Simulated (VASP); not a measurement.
# AlN (P6_3mc) in VASP: relaxation of the atoms with PBE

Aim: the relaxation of the atoms of AlN with PBE.

Program: VASP 6.6.1. These are calculated values, not measurements. Logs are shortened: lines on timing, memory, paths and dates and some standing lists are left out, and cuts for length are marked.

**The experiment to reproduce.**

From “Structural and optical properties of self-assembled AlN nanowires grown on SiO2/Si substrates by molecular beam epitaxy”, 2024, arxiv:2402.00216, for a bulk crystal of AlN at 0 K: band gap 6.0343 eV (an exciton energy, a little under the gap).

The runs below are set against these values where they give the same quantity.

### Step 1. Starting point

The structure is hexagonal, space group P6_3mc (No. 186). The conventional cell has a = 3.113 Å, b = 3.113 Å, c = 4.981 Å, α = 90.00°, β = 90.00°, γ = 120.00°. Around Al (site symmetry 3m) lie 4 N at 1.89 Å. N (site symmetry 3m) has 4 Al at 1.89 Å as nearest neighbours.

### Step 2. Relaxation of the atoms, PBE

INCAR reads:

```
ALGO = Normal
EDIFF = 1E-7
EDIFFG = -0.002
ENCUT = 520
GGA = PE
IBRION = 2
ISIF = 2
ISMEAR = 0
LASPH = T
LCHARG = F
LREAL = F
LWAVE = F
NELM = 60
NSW = 80
PREC = Accurate
SIGMA = 0.02
```

KPOINTS reads:

```
k-points
0
Gamma
  12 12 6
```

POSCAR reads:

```
AlN
1.0
    3.1130000000      0.0000000000      0.0000000000
   -1.5565000000      2.6959370800      0.0000000000
    0.0000000000      0.0000000000      4.9810000000
Al N
2 2
Direct
    0.3333333300      0.6666666700      0.0000000000
    0.6666666700      0.3333333300      0.5000000000
    0.3333333300      0.6666666700      0.3800000000
    0.6666666700      0.3333333300      0.8800000000
```

Potentials or basis: VASP PAW PBE potentials, release 64 (Al, N).

On the command line:

```bash
$ cat potpaw_PBE.64/Al/POTCAR potpaw_PBE.64/N/POTCAR > POTCAR
$ mpirun -np 1 vasp_std > vasp.out
```

OUTCAR:

```text
EDIFF = 1E-7
   EDIFFG = -0.002
   ENCUT = 520
   GGA = PE
   IBRION = 2
   ISIF = 2
   ISMEAR = 0
   LASPH = T
   LREAL = F
   NELM = 60
   NSW = 80
   PREC = Accurate

 ion  position               nearest neighbor table
   1  0.333  0.667  0.000-   3 1.89   4 1.89   4 1.89   4 1.89   2 3.07   2 3.07   2 3.07   2 3.07
                             2 3.07   2 3.07
   2  0.667  0.333  0.500-   4 1.89   3 1.89   3 1.89   3 1.89   1 3.07   1 3.07   1 3.07   1 3.07
                             1 3.07   1 3.07
   3  0.333  0.667  0.380-   1 1.89   2 1.89   2 1.89   2 1.89
   4  0.667  0.333  0.880-   2 1.89   1 1.89   1 1.89   1 1.89

  LATTYP: Found a hexagonal cell.
 ALAT       =     3.1130000000
 C/A-ratio  =     1.6000642467

  Lattice vectors:

 A1 = (   3.1130000000,   0.0000000000,   0.0000000000)
 A2 = (  -1.5565000000,   2.6959370800,   0.0000000000)
 A3 = (   0.0000000000,   0.0000000000,   4.9810000000)

Analysis of symmetry for initial positions (statically):
=====================================================================
 Subroutine PRICEL returns:
 Original cell was already a primitive cell.

 Routine SETGRP: Setting up the symmetry group for a
 hexagonal supercell.

 Subroutine GETGRP returns: Found 12 space group operations
 (whereof  6 operations were pure point group operations)
 out of a pool of 24 trial point group operations.

The static configuration has the point symmetry C_3v.
 The point group associated with its full space group is C_6v.

Analysis of symmetry for dynamics (positions and initial velocities):
=====================================================================
 Subroutine PRICEL returns:
 Original cell was already a primitive cell.

 Routine SETGRP: Setting up the symmetry group for a
 hexagonal supercell.

 Subroutine GETGRP returns: Found 12 space group operations
 (whereof  6 operations were pure point group operations)
 out of a pool of 24 trial point group operations.

The dynamic configuration has the point symmetry C_3v.
 The point group associated with its full space group is C_6v.

 Subroutine INISYM returns: Found 12 space group operations
 (whereof  6 operations are pure point group operations),
 and found     1 'primitive' translations

----------------------------------------------------------------------------------------

                                     Primitive cell

  volume of cell :      41.8028

  direct lattice vectors                    reciprocal lattice vectors
     3.113000000  0.000000000  0.000000000     0.321233537  0.185464269  0.000000000
    -1.556500000  2.695937080  0.000000000     0.000000000  0.370928538  0.000000000
     0.000000000  0.000000000  4.981000000     0.000000000  0.000000000  0.200762899

  length of vectors
     3.113000000  3.112999998  4.981000000     0.370928538  0.370928538  0.200762899

  position of ions in fractional coordinates (direct lattice)
     0.333333330  0.666666670  0.000000000
     0.666666670  0.333333330  0.500000000
     0.333333330  0.666666670  0.380000000
     0.666666670  0.333333330  0.880000000

  ion indices of the primitive-cell ions
   primitive index   ion index
                 1           1
                 2           2
                 3           3
                 4           4

----------------------------------------------------------------------------------------

 KPOINTS: k-points

Automatic generation of k-mesh.
 Grid dimensions read from file:
 generate k-points for:   12   12    6

 Generating k-lattice:

  Cartesian coordinates                     Fractional coordinates (reciprocal lattice)
     0.026769461  0.015455356  0.000000000     0.083333333 -0.000000000  0.000000000
     0.000000000  0.030910712  0.000000000     0.000000000  0.083333333  0.000000000
     0.000000000  0.000000000  0.033460483     0.000000000  0.000000000  0.166666667

  Length of vectors
     0.030910711  0.030910712  0.033460483

  Shift w.r.t. Gamma in fractional coordinates (k-lattice)
     0.000000000  0.000000000  0.000000000

 Subroutine IBZKPT returns following result:
 ===========================================

 Found     76 irreducible k-points:

 Following reciprocal coordinates:
            Coordinates               Weight
  0.000000  0.000000  0.000000      1.000000
  0.083333  0.000000  0.000000      6.000000
  0.166667  0.000000  0.000000      6.000000
  0.250000  0.000000  0.000000      6.000000
  0.333333  0.000000  0.000000      6.000000
  0.416667  0.000000  0.000000      6.000000
[... 16 lines left out ...]
  0.250000  0.000000  0.166667     12.000000
  0.333333  0.000000  0.166667     12.000000
 [... further k-points ...]
   k-points           NKPTS =     76   k-points in BZ     NKDIM =     76   number of bands    NBANDS=     12
   number of dos      NEDOS =    301   number of ions     NIONS =      4
   total plane-waves  NPLWV =  23040
   dimension x,y,z NGX =    24 NGY =   24 NGZ =   40
   dimension x,y,z NGXF=    48 NGYF=   48 NGZF=   80
   ions per type =               2   2
   NGX,Y,Z   is equivalent  to a cutoff of  12.82, 12.82, 13.35 a.u.
   NGXF,Y,Z  is equivalent  to a cutoff of  25.63, 25.63, 26.70 a.u.
 SYSTEM =  unknown system
   PREC   = accura    normal or accurate (medium, high low for compatibility)
   ISTART =      0    job   : 0-new  1-cont  2-samecut
   ICHARG =      2    charge: 1-file 2-atom 10-const
   ISPIN  =      1    spin polarized calculation?
   LNONCOLLINEAR =      F non collinear calculations
   LSORBIT =      F    spin-orbit coupling
   LASPH  =      T    aspherical Exc in radial PAW
   ENCUT  =  520.0 eV  38.22 Ry    6.18 a.u.   5.79  5.79  9.26*2*pi/ulx,y,z
   NELM   =     60;   NELMIN=  2; NELMDL= -5     # of ELM steps
   EDIFF  = 0.1E-06   stopping-criterion for ELM
   LREAL  =      F    real-space projection
   EDIFFG = -.2E-02   stopping-criterion for IOM
   NSW    =     80    number of steps for IOM
   IBRION =      2    ionic relax: 0-MD 1-quasi-New 2-CG
   NFREE  =      1    steps in history (QN), initial steepest desc. (CG)
   ISIF   =      2    stress and relaxation
   ISYM   =      2    0-nonsym 1-usesym 2-fastsym
   POTIM  = 0.5000    time-step for ionic-motion
   TEBEG  =    0.0;   TEEND  =   0.0 temperature during run
   PSTRESS=    0.0 pullay stress
   NELECT =      16.0000    total number of electrons
   NUPDOWN=      -1.0000    fix difference up-down
   EMIN   =  10.00;   EMAX   =-10.00  energy-range for DOS
   EFERMI =   0.00;   METHOD = LEGACY
   ISMEAR =     0;   SIGMA  =   0.02  broadening in eV -4-tet -1-fermi 0-gaus
   EFERMI_NEDOS =   21; number of points for ismear=-14 and -15
   IALGO  =     38    algorithm
   IMIX   =      4    mixing-type and parameters
     AMIX     =   0.40;   BMIX     =  1.00
     AMIX_MAG =   1.60;   BMIX_MAG =  1.00
  volume/ion in A,a.u.               =      10.45        70.52
  Fermi-wavevector in a.u.,A,eV,Ry     =   1.188629  2.246183 19.222843  1.412839
  Thomas-Fermi vector in A             =   2.324754
   LORBIT       =      0    0 simple, 1 ext, 2 COOP (PROOUT), +10 PAW based schemes
   GGA     = PE    functional components
   LHFCALC =     F    Hartree Fock is set to
   AEXX    =    0.0000 exact exchange contribution
   IVDW    =     0    specifies the selected vdW correction
   LEPSILON=     F    determine dielectric tensor
   LRPA    =     F    only Hartree local field effects (RPA)
 conjugate gradient relaxation of ions
 non-spin polarized calculation
 Gauss-broadening in eV      SIGMA  =   0.02
  energy-cutoff  :      520.00
  volume of cell :       41.80
 maximum number of plane-waves:      1152
 NGX is ok and might be reduce to    24
   NGX = 11   NGY = 11   NGZ = 19

--------------------------------------- Ionic step        1  -------------------------------------------

 number of electron      15.9999997 magnetization

 Free energy of the ion-electron system (eV)
  ---------------------------------------------------
  ext. energy  EPLUGINS =         0.00000000
  ---------------------------------------------------
  free energy    TOTEN  =       -29.77128297 eV

  energy without entropy =      -29.77128297  energy(sigma->0) =      -29.77128297

------------------------ aborting loop because EDIFF is reached ----------------------------------------

  FORCE on cell =-STRESS in cart. coord.  units (eV):
  Direction    XX          YY          ZZ          XY          YZ          ZX
  --------------------------------------------------------------------------------------
  -------------------------------------------------------------------------------------
  Total        0.7574747      0.7574747      1.1902415      0.0000000      0.0000000      0.0000000
  in kB       29.0317544     29.0317543     45.6184227      0.0000000      0.0000000      0.0000000
  external PRESSURE =      34.5606438 kB  Pullay stress =       0.0000000 kB
[... 61 lines left out ...]
  energy  without entropy=      -29.7724756397  energy(sigma->0) =      -29.77247564

--------------------------------------- Ionic step        3  -------------------------------------------

 number of electron      15.9999997 magnetization

 Free energy of the ion-electron system (eV)
  ---------------------------------------------------
  ext. energy  EPLUGINS =         0.00000000
  ---------------------------------------------------
  free energy    TOTEN  =       -29.77255335 eV

  energy without entropy =      -29.77255335  energy(sigma->0) =      -29.77255335

 E-fermi :   6.2597     XC(G=0): -10.9069

 val. band max:        6.1537376314   @ k =   0.0000   0.0000   0.0000
 cond. band min:      10.3472337264   @ k =   0.0000   0.0000   0.0000
 fundamental gap:      4.1934960950
 Fermi energy:         6.2597071519

 k-point     1 :       0.0000    0.0000    0.0000
  band No.  band energies     occupation
      1      -9.0374      2.00000
      2      -6.8904      2.00000
      3       0.1600      2.00000
      4       5.2763      2.00000
      5       5.2763      2.00000
      6       5.9285      2.00000
      7       5.9285      2.00000
      8       6.1537      2.00000
      9      10.3472      0.00000
     10      12.7923      0.00000
     11      16.7602      0.00000
     12      17.2828      0.00000
[... 331 lines left out ...]
 k-point    24 :       0.3333    0.0000    0.1667
  band No.  band energies     occupation
      1      -7.7159      2.00000
      2      -6.4847      2.00000
      3       1.2387      2.00000
      4       2.2077      2.00000
      5       2.8128      2.00000
      6       4.3698      2.00000
      7       5.3595      2.00000
      8       5.4861      2.00000
      9      12.0019      0.00000
     10      12.8057      0.00000
     11      14.6332      0.00000
     12      16.3161      0.00000

 [... further k-points ...]

------------------------ aborting loop because EDIFF is reached ----------------------------------------

  FORCE on cell =-STRESS in cart. coord.  units (eV):
  Direction    XX          YY          ZZ          XY          YZ          ZX
  --------------------------------------------------------------------------------------
  -------------------------------------------------------------------------------------
  Total        0.8664938      0.8664938      0.9354842      0.0000000      0.0000000     -0.0000000
  in kB       33.2101321     33.2101320     35.8543305      0.0000000      0.0000000     -0.0000000
  external PRESSURE =      34.0915315 kB  Pullay stress =       0.0000000 kB
[... 19 lines left out ...]
  FREE ENERGIE OF THE ION-ELECTRON SYSTEM (eV)
  ---------------------------------------------------
  free  energy   TOTEN  =       -29.7725533476 eV

  energy  without entropy=      -29.7725533476  energy(sigma->0) =      -29.77255335

 reached required accuracy - stopping structural energy minimisation
```

Wall time 25 s (1 thread of Intel Xeon 6975P-C (Granite Rapids), shared host); peak memory 0.17 GiB.

What came out:

| Quantity | Value |
| --- | --- |
| Free energy | -29.7726 eV |
| Energy gained by relaxing | 0.3 meV/atom |
| Ionic steps | 3 |
| Pressure after relaxing | 3.4 GPa |
| Band gap on the k mesh | 4.19 eV, direct |

Stress tensor (GPa, compression positive):
```
3.32 0.00 0.00
0.00 3.32 0.00
0.00 0.00 3.59
```

The path:
```tsv
step	energy change (eV)	largest force (eV/Å)	pressure (GPa)
1	0.0000	0.1289	3.46
2	-0.0012	0.0318	3.40
3	-0.0013	0.0001	3.41
```

Final structure:
```yaml
crystal:
  lattice:
    - [3.11300, 0.00000, 0.00000]
    - [-1.55650, 2.69594, 0.00000]
    - [0.00000, 0.00000, 4.98100]
  atoms:
    - { symbol: Al, position: [0.33333, 0.66667, 0.99900] }
    - { symbol: Al, position: [0.66667, 0.33333, 0.49900] }
    - { symbol: N, position: [0.33333, 0.66667, 0.38100] }
    - { symbol: N, position: [0.66667, 0.33333, 0.88100] }
```

### Step 3. Comparison with measurements

Step 2. Measured gap of AlN: 6.0343 eV (an exciton energy, a little under the gap; 0 K; quoted in “Structural and optical properties of self-assembled AlN nanowires grown on SiO2/Si substrates by molecular beam epitaxy”, 2024, arxiv:2402.00216). This calculation gives 4.19 eV (-1.84 eV). 2 values of this kind are on record (6.034 to 6.0343 eV); this one was drawn at random. The value is that of PBE on a finite k mesh, which can miss the band edges, without temperature or zero-point motion. Semilocal functionals fall short of measured gaps as a rule.
